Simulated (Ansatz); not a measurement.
# How methods differ on CHF3 (SMILES FC(F)F)

CHF3: 5 atoms, total charge 0, spin state singlet. As SMILES, `FC(F)F`. The shape was relaxed beforehand at r2SCAN/def2-SVP.

```xyz
5

F    -0.6711   -0.3321    1.0821
C     0.0190    0.0550    0.0067
F     1.0498   -0.7775   -0.1581
F    -0.7753   -0.0367   -1.0626
H     0.3775    1.0914    0.1320
```

Each level gives the dissociation energy of the C2–F1 bond into doublet CHF2 and doublet F (shapes relaxed at r2SCAN/def2-SVP, no zero-point term) (eV). The values are calculated.

```csv
level,kind,program,value (eV),CPU time (all runs)
HF/def2-TZVPP,Hartree–Fock,Ansatz,3.79,1.8 s
PBE/def2-TZVPP,GGA,Ansatz,5.67,4 s
r2SCAN/def2-TZVPP,meta-GGA,Ansatz,5.47,8.2 s
B3LYP/def2-TZVPP,global hybrid,Ansatz,5.39,4.5 s
PBE0-D4/def2-TZVPP,global hybrid,Ansatz,5.48,4.2 s
wB97M-V/def2-TZVPP,range-separated hybrid,Ansatz,5.65,14 s
MP2/def2-TZVPP,perturbation theory,Ansatz,5.84,3.2 s
```

The values span 3.79 to 5.84 eV. Hartree–Fock misses the correlation of the electron pair that is broken and comes out low. Measured bond enthalpies also hold zero-point and thermal terms, a few tenths of an eV less. Times are those of the runs behind each value, whatever else they computed, on shared processors of several kinds: orders of magnitude only.
